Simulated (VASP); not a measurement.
Sb:

```xyz
2
Lattice="3.1224 0.0000 0.0000 0.0000 4.3475 0.0000 -0.0389 0.0000 4.4059" Properties=species:S:1:pos:R:3 pbc="T T T"
Sb    3.0573    3.2606    3.3433
Sb    0.0262    1.0869    1.0625
```

This isn't the form of Sb at room conditions, which is rhombohedral.

```yaml
Program: VASP 6.6.1
Task: relaxation of cell and atoms
Functional: PBE
Dispersion: D3(BJ)
Potentials_or_basis: VASP PAW PBE potentials, release 64 (Sb)
Cutoff: 600 eV
k_mesh: 14 × 10 × 10
Occupations: gaussian, width 0.1 eV
Spin: no spin polarisation
```

At the start: pressure -2.2 GPa; volume 29.90 Å³/atom.

Where does the relaxation end?

Over 22 steps the energy falls by 13.4 meV/atom and the volume is 28.66 Å³/atom (-4.2 %); space group Pm-3m (No. 221, to 0.05 Å).

The path:
| step | energy change (eV) | largest force (eV/Å) | pressure (GPa) | volume (Å³) |
| --- | --- | --- | --- | --- |
| 1 | 0.0000 | 0.1176 | -2.25 | 59.81 |
| 2 | -0.0153 | 0.1952 | 1.34 | 56.25 |
| 3 | -0.0195 | 0.1740 | 0.11 | 57.33 |
| 4 | -0.0222 | 0.1357 | 0.10 | 57.29 |
| 5 | -0.0256 | 0.0327 | 0.16 | 57.17 |
| 6 | -0.0258 | 0.0203 | -0.22 | 57.51 |
| 7 | -0.0262 | 0.0233 | -0.04 | 57.35 |
| 8 | -0.0262 | 0.0232 | -0.05 | 57.36 |
| 9 | -0.0263 | 0.0206 | 0.01 | 57.30 |
| 10 | -0.0263 | 0.0192 | 0.07 | 57.25 |
| 11 | -0.0264 | 0.0188 | 0.05 | 57.27 |
| 12 | -0.0265 | 0.0191 | -0.03 | 57.34 |
| 13 | -0.0265 | 0.0195 | -0.04 | 57.37 |
| 14 | -0.0265 | 0.0193 | -0.05 | 57.37 |
| 15 | -0.0266 | 0.0196 | -0.06 | 57.38 |
| 16 | -0.0267 | 0.0235 | -0.07 | 57.39 |
| 17 | -0.0268 | 0.0192 | 0.03 | 57.30 |
| 18 | -0.0268 | 0.0184 | 0.05 | 57.28 |
| 19 | -0.0268 | 0.0117 | 0.03 | 57.30 |
| 20 | -0.0268 | 0.0016 | -0.01 | 57.34 |
| 21 | -0.0268 | 0.0020 | 0.01 | 57.31 |
| 22 | -0.0268 | 0.0018 | 0.00 | 57.32 |

Final structure:
```xyz
2
Lattice="3.0631 0.0000 0.0133 0.0000 4.3258 0.0000 -0.0194 0.0000 4.3258" Properties=species:S:1:pos:R:3 pbc="T T T"
Sb    3.0467    3.2444    3.2579
Sb   -0.0030    1.0815    1.0813
```

Caveat: pairwise dispersion overbinds metals, which lowers pressure and volume.
